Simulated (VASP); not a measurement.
These are vdW-DF2, VASP's PBE PAW potentials (set 64) (plane waves; VASP 6.6.1) values and carry that method's errors.

VASP ran on this input.

File POSCAR:
```
CsI
1
    4.6953147136     0.0000000000     0.0000000000
    0.0000000000     4.6953147136     0.0000000000
    0.0000000000     0.0000000000     4.6953147136
Cs I
1 1
Direct
  0.0000000000   0.0000000000   0.0000000000
  0.5000000000   0.5000000000   0.5000000000
```

KPOINTS:
```
Regular mesh
0
gamma
6 6 6
```

INCAR:
```
# general
SYSTEM  =CsI
PREC    =Accurate
ENCUT   =520
LREAL   =.False.   # projection in real space or not
LASPH   =.True.   # aspherical one-centre terms

# electronic loop
EDIFF   =1E-7   # SCF stop (eV)
NELM    =100   # most electronic steps
ALGO    =Normal   # blocked Davidson
LMAXMIX =4   # l cut-off of mixed one-centre charges

# smearing
ISMEAR  =-5   # tetrahedra, Bloechl

# functional
GGA     =ML
LUSE_VDW=.True.
AGGAC   =0.0
ZAB_VDW =-1.8867

# ions
ISIF    =2   # forces and stress, cell fixed

# output
LWAVE   =.False.
LCHARG  =.True.
LORBIT  =11
NEDOS   =601   # DOS grid
```

POTCAR, in this order: Cs_sv I (PBE.64 set). Program: vasp_std.

What VASP printed:

### OUTCAR
```
 ion  position               nearest neighbor table
   1  0.000  0.000  0.000-
   2  0.500  0.500  0.500-
  LATTYP: Found a simple cubic cell.
 ALAT       =     4.6953147136
 Subroutine PRICEL returns:
 Original cell was already a primitive cell.
 Subroutine GETGRP returns: Found 48 space group operations
The static configuration has the point symmetry O_h .
The dynamic configuration has the point symmetry O_h .
 Subroutine INISYM returns: Found 48 space group operations
 Subroutine IBZKPT returns following result:
 Found     20 irreducible k-points:

 Following reciprocal coordinates:
            Coordinates               Weight
  0.000000  0.000000  0.000000      1.000000
  0.166667  0.000000  0.000000      6.000000
  0.333333  0.000000  0.000000      6.000000
  0.500000  0.000000  0.000000      3.000000
  0.166667  0.166667  0.000000     12.000000
  0.333333  0.166667  0.000000     24.000000
  0.500000  0.166667  0.000000     12.000000
  0.333333  0.333333  0.000000     12.000000
  0.500000  0.333333  0.000000     12.000000
...
```

OSZICAR:
```
       N       E                     dE             d eps       ncg     rms          rms(c)
DAV:   1     0.967277859005E+02    0.96728E+02   -0.60646E+03   480   0.107E+03
DAV:   2     0.663314901222E+01   -0.90095E+02   -0.85900E+02   724   0.171E+02
DAV:   3    -0.120328572582E+01   -0.78364E+01   -0.78211E+01   608   0.563E+01
DAV:   4    -0.131708257205E+01   -0.11380E+00   -0.11377E+00   580   0.852E+00
DAV:   5    -0.131853088111E+01   -0.14483E-02   -0.14483E-02   608   0.958E-01    0.157E+00
DAV:   6    -0.114863678394E+01    0.16989E+00   -0.23790E-01   548   0.232E+00    0.108E+00
DAV:   7    -0.110127770665E+01    0.47359E-01   -0.15397E-01   544   0.206E+00    0.498E-01
DAV:   8    -0.109817108118E+01    0.31066E-02   -0.12380E-02   544   0.915E-01    0.730E-02
DAV:   9    -0.109801346022E+01    0.15762E-03   -0.22418E-03   556   0.319E-01    0.880E-02
DAV:  10    -0.109802618186E+01   -0.12722E-04   -0.17265E-04   572   0.123E-01    0.141E-02
DAV:  11    -0.109802065123E+01    0.55306E-05   -0.74509E-05   580   0.487E-02    0.841E-03
DAV:  12    -0.109802210236E+01   -0.14511E-05   -0.13329E-05   556   0.266E-02    0.118E-03
DAV:  13    -0.109802182840E+01    0.27396E-06   -0.57671E-07   588   0.614E-03    0.730E-04
DAV:  14    -0.109802187575E+01   -0.47351E-07   -0.93917E-08   416   0.205E-03
   1 F= -.10980219E+01 E0= -.10980219E+01  d E =0.000000E+00
```

OUTCAR:
```
------------------------ aborting loop because EDIFF is reached ----------------------------------------
  FORCE on cell =-STRESS in cart. coord.  units (eV):
  Direction    XX          YY          ZZ          XY          YZ          ZX
  --------------------------------------------------------------------------------------
  Total       -0.0055729     -0.0055729     -0.0055729     -0.0000000     -0.0000000      0.0000000
  in kB       -0.0862576     -0.0862576     -0.0862576     -0.0000000     -0.0000000      0.0000000
  external PRESSURE =      -0.0862576 kB  Pullay stress =       0.0000000 kB
  volume of cell :      103.51
      direct lattice vectors                 reciprocal lattice vectors
     4.695314714  0.000000000  0.000000000     0.212978269  0.000000000  0.000000000
     0.000000000  4.695314714  0.000000000     0.000000000  0.212978269  0.000000000
     0.000000000  0.000000000  4.695314714     0.000000000  0.000000000  0.212978269
 POSITION                                       TOTAL-FORCE (eV/Angst)
 -----------------------------------------------------------------------------------
      0.00000      0.00000      0.00000         0.000000      0.000000      0.000000
      2.34766      2.34766      2.34766         0.000000      0.000000      0.000000
 -----------------------------------------------------------------------------------
    total drift:                               -0.000000      0.000000      0.000000
  FREE ENERGIE OF THE ION-ELECTRON SYSTEM (eV)
  ---------------------------------------------------
  free  energy   TOTEN  =        -1.0980218757 eV

  energy  without entropy=       -1.0980218757  energy(sigma->0) =       -1.09802188

 total charge

# of ion       s       p       d       tot
------------------------------------------
    1        1.804   4.648   0.024   6.476
    2        1.509   2.818   0.001   4.329
--------------------------------------------------
tot          3.313   7.466   0.025  10.805
```
(Selected blocks of OUTCAR.)

The compound is CsI in the CsCl type structure. It was relaxed first, which changed the volume by +8 %.
